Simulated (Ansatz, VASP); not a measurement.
C: VASP beside Ansatz

```xyz
4
Lattice="2.4375 0.0000 0.0000 -1.2188 2.1110 0.0000 0.0000 0.0000 6.0274" Properties=species:S:1:pos:R:3 pbc="T T T"
C     0.0000    0.0000    0.0151
C     0.0000    0.0000    3.0288
C     0.0000    1.4073    0.0151
C     1.2188    0.7037    3.0288
```

Alike in both runs: functional r2SCAN; k mesh 10 × 10 × 4; no spin polarisation.

Ansatz relaxed the structure, and its values are those at the end. VASP's run is a single point on that final structure, the one shown.

|  | VASP | Ansatz |
| --- | --- | --- |
| version | VASP 6.6.1 | Ansatz 0.2.0 |
| potentials or method | VASP PAW PBE potentials, release 64 (C) | PAW with Ansatz's default frozen-core files, scalar-relativistic |
| plane-wave cutoff (eV) | 520 | 500 |
| occupations | gaussian, width 0.01 eV | fixed |
| valence electrons in the cell | 16 | 16 |

|  | VASP | Ansatz | Ansatz less VASP |
| --- | --- | --- | --- |
| gap on the k mesh at the Fermi level (eV) | 0.83 | 0.82 | -0.001 |
| pressure (GPa) | 10.8 | 10.0 | -0.77 |

Ansatz warned: «structure_snapped_to_symmetry».

Caveats: the PAW data sets were made with another functional, which shifts forces and pressure a little (VASP).
